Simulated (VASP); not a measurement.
# NaCl (Fm-3m) in VASP: further runs

Runs on NaCl. Level: PBE. Tasks: relaxation of cell and atoms, vibrations by finite differences.

All numbers are computed with VASP 6.6.1; they aren't measurements. Logs are shortened: lines on timing, memory, paths and dates and some standing lists are left out, and cuts for length are marked.

### Step 1. The crystal as given

Symmetry: Fm-3m, No. 225, cubic system. The conventional cell has a = 5.620 Å, b = 5.620 Å, c = 5.620 Å, α = 90.00°, β = 90.00°, γ = 90.00°. Na (site symmetry m-3m) has 6 Cl at 2.81 Å as nearest neighbours. Cl (site symmetry m-3m) has 6 Na at 2.81 Å as nearest neighbours.

### Step 2. Relaxation of cell and atoms, PBE, target pressure 6.66 GPa, at which the enthalpy is minimised

INCAR reads:

```
PREC = Accurate
ENCUT = 520
EDIFF = 1E-7
ISMEAR = 0
SIGMA = 0.02
LREAL = F
LASPH = T
NELM = 100
ALGO = Normal
ISIF = 3
LWAVE = F
LCHARG = F
GGA = PE
IBRION = 2
NSW = 80
EDIFFG = -0.002
PSTRESS = 66.6
```

KPOINTS reads:

```
regular mesh
0
Gamma
  2 2 2
```

POSCAR reads:

```
NaCl
1.0
    0.0000000000      2.8100000000      2.8100000000
    2.8100000000      0.0000000000      2.8100000000
    2.8100000000      2.8100000000      0.0000000000
Na Cl
1 1
Direct
    0.0000000000      0.0000000000      0.0000000000
    0.5000000000      0.5000000000      0.5000000000
```

Potentials or basis: VASP PAW PBE potentials, release 64 (Na_pv, Cl).

On the command line:

```sh
$ cat potpaw_PBE.64/Na_pv/POTCAR potpaw_PBE.64/Cl/POTCAR > POTCAR
$ mpirun -np 1 vasp_std > vasp.out
```

OUTCAR:

```text
PREC = Accurate
   ENCUT = 520
   EDIFF = 1E-7
   ISMEAR = 0
   LREAL = F
   LASPH = T
   NELM = 100
   ISIF = 3
   GGA = PE
   IBRION = 2
   NSW = 80
   EDIFFG = -0.002
   PSTRESS = 66.6

 ion  position               nearest neighbor table
   1  0.000  0.000  0.000-
   2  0.500  0.500  0.500-

  LATTYP: Found a face centered cubic cell.
 ALAT       =     5.6200000000

  Lattice vectors:

 A1 = (   0.0000000000,   2.8100000000,   2.8100000000)
 A2 = (   2.8100000000,   0.0000000000,   2.8100000000)
 A3 = (   2.8100000000,   2.8100000000,   0.0000000000)

Analysis of symmetry for initial positions (statically):
=====================================================================
 Subroutine PRICEL returns:
 Original cell was already a primitive cell.

 Routine SETGRP: Setting up the symmetry group for a
 face centered cubic supercell.

 Subroutine GETGRP returns: Found 48 space group operations
 (whereof 48 operations were pure point group operations)
 out of a pool of 48 trial point group operations.

The static configuration has the point symmetry O_h .

Analysis of symmetry for dynamics (positions and initial velocities):
=====================================================================
 Subroutine PRICEL returns:
 Original cell was already a primitive cell.

 Routine SETGRP: Setting up the symmetry group for a
 face centered cubic supercell.

 Subroutine GETGRP returns: Found 48 space group operations
 (whereof 48 operations were pure point group operations)
 out of a pool of 48 trial point group operations.

The dynamic configuration has the point symmetry O_h .

 Subroutine INISYM returns: Found 48 space group operations
 (whereof 48 operations are pure point group operations),
 and found     1 'primitive' translations

----------------------------------------------------------------------------------------

                                     Primitive cell

  volume of cell :      44.3761

  direct lattice vectors                    reciprocal lattice vectors
     0.000000000  2.810000000  2.810000000    -0.177935943  0.177935943  0.177935943
     2.810000000  0.000000000  2.810000000     0.177935943 -0.177935943  0.177935943
     2.810000000  2.810000000  0.000000000     0.177935943  0.177935943 -0.177935943

  length of vectors
     3.973940110  3.973940110  3.973940110     0.308194094  0.308194094  0.308194094

  position of ions in fractional coordinates (direct lattice)
     0.000000000  0.000000000  0.000000000
     0.500000000  0.500000000  0.500000000

  ion indices of the primitive-cell ions
   primitive index   ion index
                 1           1
                 2           2

----------------------------------------------------------------------------------------

 KPOINTS: regular mesh

Automatic generation of k-mesh.
 Grid dimensions read from file:
 generate k-points for:    2    2    2

 Generating k-lattice:

  Cartesian coordinates                     Fractional coordinates (reciprocal lattice)
    -0.088967972  0.088967972  0.088967972     0.500000000  0.000000000  0.000000000
     0.088967972 -0.088967972  0.088967972     0.000000000  0.500000000  0.000000000
     0.088967972  0.088967972 -0.088967972     0.000000000  0.000000000  0.500000000

  Length of vectors
     0.154097047  0.154097047  0.154097047

  Shift w.r.t. Gamma in fractional coordinates (k-lattice)
     0.000000000  0.000000000  0.000000000

 Subroutine IBZKPT returns following result:
 ===========================================

 Found      3 irreducible k-points:

 Following reciprocal coordinates:
            Coordinates               Weight
  0.000000  0.000000  0.000000      1.000000
  0.500000  0.000000  0.000000      4.000000
  0.500000  0.500000  0.000000      3.000000
   k-points           NKPTS =      3   k-points in BZ     NKDIM =      3   number of bands    NBANDS=     11
   number of dos      NEDOS =    301   number of ions     NIONS =      2
   total plane-waves  NPLWV =  27000
   dimension x,y,z NGX =    30 NGY =   30 NGZ =   30
   dimension x,y,z NGXF=    60 NGYF=   60 NGZF=   60
   ions per type =               1   1
   NGX,Y,Z   is equivalent  to a cutoff of  12.55, 12.55, 12.55 a.u.
   NGXF,Y,Z  is equivalent  to a cutoff of  25.10, 25.10, 25.10 a.u.
 SYSTEM =  unknown system
   PREC   = accura    normal or accurate (medium, high low for compatibility)
   ISTART =      0    job   : 0-new  1-cont  2-samecut
   ICHARG =      2    charge: 1-file 2-atom 10-const
   ISPIN  =      1    spin polarized calculation?
   LNONCOLLINEAR =      F non collinear calculations
   LSORBIT =      F    spin-orbit coupling
   LASPH  =      T    aspherical Exc in radial PAW
   ENCUT  =  520.0 eV  38.22 Ry    6.18 a.u.   7.39  7.39  7.39*2*pi/ulx,y,z
   NELM   =    100;   NELMIN=  2; NELMDL= -5     # of ELM steps
   EDIFF  = 0.1E-06   stopping-criterion for ELM
   LREAL  =      F    real-space projection
   EDIFFG = -.2E-02   stopping-criterion for IOM
   NSW    =     80    number of steps for IOM
   IBRION =      2    ionic relax: 0-MD 1-quasi-New 2-CG
   NFREE  =      1    steps in history (QN), initial steepest desc. (CG)
   ISIF   =      3    stress and relaxation
   ISYM   =      2    0-nonsym 1-usesym 2-fastsym
   POTIM  = 0.5000    time-step for ionic-motion
   TEBEG  =    0.0;   TEEND  =   0.0 temperature during run
   PSTRESS=   66.6 pullay stress
   NELECT =      14.0000    total number of electrons
   NUPDOWN=      -1.0000    fix difference up-down
   EMIN   =  10.00;   EMAX   =-10.00  energy-range for DOS
   EFERMI =   0.00;   METHOD = LEGACY
   ISMEAR =     0;   SIGMA  =   0.02  broadening in eV -4-tet -1-fermi 0-gaus
   EFERMI_NEDOS =   21; number of points for ismear=-14 and -15
   IALGO  =     38    algorithm
   IMIX   =      4    mixing-type and parameters
     AMIX     =   0.40;   BMIX     =  1.00
     AMIX_MAG =   1.60;   BMIX_MAG =  1.00
  volume/ion in A,a.u.               =      22.19       149.73
  Fermi-wavevector in a.u.,A,eV,Ry     =   1.114469  2.106040 16.898985  1.242040
  Thomas-Fermi vector in A             =   2.251064
   LORBIT       =      0    0 simple, 1 ext, 2 COOP (PROOUT), +10 PAW based schemes
   GGA     = PE    functional components
   LHFCALC =     F    Hartree Fock is set to
   AEXX    =    0.0000 exact exchange contribution
   IVDW    =     0    specifies the selected vdW correction
   LEPSILON=     F    determine dielectric tensor
   LRPA    =     F    only Hartree local field effects (RPA)
 conjugate gradient relaxation of ions
 non-spin polarized calculation
 Gauss-broadening in eV      SIGMA  =   0.02
  energy-cutoff  :      520.00
  volume of cell :       44.38
 maximum number of plane-waves:      1243
 NGX is ok and might be reduce to    30
   NGX = 15   NGY = 15   NGZ = 15

--------------------------------------- Ionic step        1  -------------------------------------------

 number of electron      14.0000000 magnetization

 Free energy of the ion-electron system (eV)
  ---------------------------------------------------
  ext. energy  EPLUGINS =         0.00000000
  ---------------------------------------------------
  free energy    TOTEN  =        -6.50921751 eV

  energy without entropy =       -6.50921751  energy(sigma->0) =       -6.50921751

 E-fermi :  -0.3254     XC(G=0):  -8.1481

 val. band max:       -0.5015046515   @ k =   0.0000   0.0000   0.0000
 cond. band min:       4.5674808038   @ k =   0.0000   0.0000   0.0000
 fundamental gap:      5.0689854554
 Fermi energy:        -0.3253580473

 k-point     1 :       0.0000    0.0000    0.0000
  band No.  band energies     occupation
      1     -21.5446      2.00000
      2     -21.5446      2.00000
      3     -21.5446      2.00000
      4     -13.1632      2.00000
      5      -0.5015      2.00000
      6      -0.5015      2.00000
      7      -0.5015      2.00000
      8       4.5675      0.00000
      9      10.5362      0.00000
     10      10.5362      0.00000
     11      10.5363      0.00000

 k-point     2 :       0.5000    0.0000    0.0000
  band No.  band energies     occupation
      1     -21.5744      2.00000
      2     -21.5468      2.00000
      3     -21.5468      2.00000
      4     -12.8091      2.00000
      5      -2.4923      2.00000
      6      -0.7752      2.00000
      7      -0.7752      2.00000
      8       6.7114      0.00000
      9      10.1629      0.00000
     10      10.3901      0.00000
     11      10.3901      0.00000
[... 155 lines left out ...]
  FREE ENERGIE OF THE ION-ELECTRON SYSTEM (eV)
  ---------------------------------------------------
  free  energy   TOTEN  =        -6.3977226229 eV

  energy  without entropy=       -6.3977226229  energy(sigma->0) =       -6.39772262

  enthalpy is  TOTEN    =        -4.7092934127 eV   P V=        1.6884292102

--------------------------------------- Ionic step        5  -------------------------------------------

 number of electron      13.9999997 magnetization

 Free energy of the ion-electron system (eV)
  ---------------------------------------------------
  ext. energy  EPLUGINS =         0.00000000
  ---------------------------------------------------
  free energy    TOTEN  =        -6.40008846 eV

  energy without entropy =       -6.40008846  energy(sigma->0) =       -6.40008846

 E-fermi :   0.2186     XC(G=0):  -8.5229

 val. band max:        0.0576998685   @ k =   0.0000   0.0000   0.0000
 cond. band min:       5.4887785128   @ k =   0.0000   0.0000   0.0000
 fundamental gap:      5.4310786443
 Fermi energy:         0.2186392407

 k-point     1 :       0.0000    0.0000    0.0000
  band No.  band energies     occupation
      1     -20.8603      2.00000
      2     -20.8603      2.00000
      3     -20.8603      2.00000
      4     -12.8229      2.00000
      5       0.0577      2.00000
      6       0.0577      2.00000
      7       0.0577      2.00000
      8       5.4888      0.00000
      9      11.1610      0.00000
     10      11.1610      0.00000
     11      11.1610      0.00000

 k-point     2 :       0.5000    0.0000    0.0000
  band No.  band energies     occupation
      1     -20.9052      2.00000
      2     -20.8634      2.00000
      3     -20.8634      2.00000
      4     -12.3643      2.00000
      5      -2.2204      2.00000
      6      -0.2710      2.00000
      7      -0.2710      2.00000
      8       7.4141      0.00000
      9      11.1459      0.00000
     10      11.1459      0.00000
     11      11.4642      0.00000
[... 34 lines left out ...]
 POSITION                                       TOTAL-FORCE (eV/Angst)
 -----------------------------------------------------------------------------------
      0.00000      0.00000      0.00000         0.000000     -0.000000     -0.000000
      2.72959      2.72959      2.72959        -0.000000      0.000000      0.000000
 -----------------------------------------------------------------------------------
    total drift:                               -0.000000      0.000000      0.000000

  FREE ENERGIE OF THE ION-ELECTRON SYSTEM (eV)
  ---------------------------------------------------
  free  energy   TOTEN  =        -6.4000884605 eV

  energy  without entropy=       -6.4000884605  energy(sigma->0) =       -6.40008846

  enthalpy is  TOTEN    =        -4.7093039666 eV   P V=        1.6907844939

 reached required accuracy - stopping structural energy minimisation
```

Wall time 6.7 s (1 thread of Intel Xeon 6975P-C (Granite Rapids), shared host); peak memory 0.15 GiB.

What came out:

```yaml
Free_energy: -6.4001 eV
Relaxed_volume: 20.34 Å³/atom
Relaxed_cell: a = 3.860 Å, b = 3.860 Å, c = 3.860 Å, α = 60.00°, β = 60.00°, γ = 60.00°
Space_group_after_relaxing_to_0.05_Å: Fm-3m (No. 225)
Energy_change_on_relaxing_the_enthalpy_is_what_falls: +54.6 meV/atom
Ionic_steps: 5
Pressure_after_relaxing: 6.6 GPa
Band_gap_on_the_k_mesh: 5.43 eV, direct
```

The path:
| step | energy change (eV) | largest force (eV/Å) | pressure (GPa) | volume (Å³) |
| --- | --- | --- | --- | --- |
| 1 | 0.0000 | 0.0000 | 3.05 | 44.38 |
| 2 | 0.0866 | 0.0000 | 5.99 | 41.25 |
| 3 | 0.1085 | 0.0000 | 6.64 | 40.69 |
| 4 | 0.1115 | 0.0000 | 6.73 | 40.62 |
| 5 | 0.1091 | 0.0000 | 6.65 | 40.67 |

Final structure:
```
Na Cl
1.0
     0.00000    2.72959    2.72959
     2.72959    0.00000    2.72959
     2.72959    2.72959    0.00000
Na Cl
1 1
Direct
  0.00000 0.00000 0.00000
  0.50000 0.50000 0.50000
```

Caveat: the k mesh is coarse (spacing up to 0.97 Å⁻¹), so the values aren't converged; the cell is relaxed towards a set pressure, so the enthalpy falls and the energy may rise. As with any semilocal functional, this PBE gap is likely too small.

(Part 1 of 2 ends here.)
